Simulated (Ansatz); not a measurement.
# An elastic constant from a strain scan in SiC

Method: DFT PBE, scalar-relativistic, plane waves, PAW (Ansatz). Cutoff 420 eV, Γ-centred 10×10×10 k-points, Gaussian smearing of 0.05 eV. No spin polarisation. Energies are free energies at this smearing, counted from the undisturbed cell; pressure is positive in compression.

Reference structure (relaxed at this level):

```
Si C
1.0
     0.00000    2.18986    2.18986
     2.18986    0.00000    2.18986
     2.18986    2.18986    0.00000
Si C
1 1
Direct
  0.00000 0.00000 0.00000
  0.75000 0.75000 0.75000
```

The cell is strained by ε times the Voigt pattern (0, 0, 0, 0, 1, 0) (xx, yy, zz, yz, xz, xy; engineering shear) with fractional coordinates fixed. The cell holds 2 atoms in V0 = 21.00 Å³. The stress column is τ = (1/V0) dE/dε, got from the stress tensor σ (compression positive) at each point as −det(1 + εP) σ : P(1 + εP)⁻¹, with P the pattern as a tensor.

| ε | ΔE (meV/atom) | τ (GPa) |
| --- | --- | --- |
| -0.0525 | 23.826 | -13.870 |
| -0.0450 | 17.488 | -11.872 |
| -0.0375 | 12.145 | -9.883 |
| -0.0300 | 7.771 | -7.899 |
| -0.0225 | 4.373 | -5.919 |
| -0.0150 | 1.957 | -3.944 |
| -0.0075 | 0.502 | -1.972 |
| 0.0000 | 0.000 | 0.000 |
| 0.0075 | 0.502 | 1.972 |
| 0.0150 | 1.957 | 3.944 |
| 0.0225 | 4.373 | 5.919 |
| 0.0300 | 7.771 | 7.899 |
| 0.0375 | 12.145 | 9.883 |
| 0.0450 | 17.488 | 11.872 |
| 0.0525 | 23.826 | 13.870 |
| 0.0600 | ? | ? |

Task: Which combination of elastic constants does this scan measure, and how large is it?

Result: For small ε, τ = τ0 + Kε with K = pᵀCp, which for this pattern is C44 in the cubic axes. The parabola through τ at ε = -0.0075, 0 and 0.0075 has slope K = 263 GPa at zero. The energies per cell, E = NΔE, of the same two points give K = 2[E(ε₊)/ε₊ − E(ε₋)/ε₋]/[(ε₊ − ε₋)V0] = 272 GPa, in agreement. These are clamped-ion values.

Task: Predict the withheld row at ε = 0.0600 from the harmonic law, and compare.

Result: ΔE = V0(τ0 ε + Kε²/2)/N = 31.015 meV/atom and τ = 15.77 GPa. The calculation gives 31.128 meV/atom and 15.87 GPa, a miss of 0.4 % of the harmonic energy, so the harmonic law still holds here.

Forces appear on the atoms along this scan, and letting them relax would lower the energy and soften the response.